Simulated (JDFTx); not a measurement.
# AgBr: equation of state with RPBE

Crystal: AgBr.

```
Ag Br
1.0
     0.00000    2.87015    2.87015
     2.87015    0.00000    2.87015
     2.87015    2.87015    0.00000
Ag Br
1 1
Direct
  0.00000 0.00000 0.00000
  0.50000 0.50000 0.50000
```

```yaml
Program: JDFTx 1.7.0 (patched build)
Task: equation of state
Functional: RPBE
Potentials_or_basis: PseudoDojo-SR-PBE-0.5-standard with smoothed tails
Cutoff: 1116 eV
Density_cutoff: 8925 eV
k_mesh: 8 × 8 × 8
Occupations: fermi-dirac, width 0.05 eV
Spin: no spin polarisation
Local_potential_set_to_-Z/r_beyond: 6 bohr
Bands: 19
Density_cutoff_over_wavefunction_cutoff: 8
Max_SCF_steps: 100
SCF_threshold_on_the_energy: 1e-09 Ha
Solver_of_the_electrons: scf
```

* Equilibrium volume: 26.86 Å³/atom (rough: see the caveat)
* Bulk modulus: 28 GPa (rough)

Energy against volume, from the lowest point:
```csv
volume (Å³/atom),energy (meV/atom)
22.225,92.40
22.698,68.41
23.171,48.40
23.644,31.91
24.116,18.58
24.589,8.03
25.062,0.00
```

Caveat: the minimum lies outside the volumes run; the potentials were made for another functional, which shifts forces and pressure.
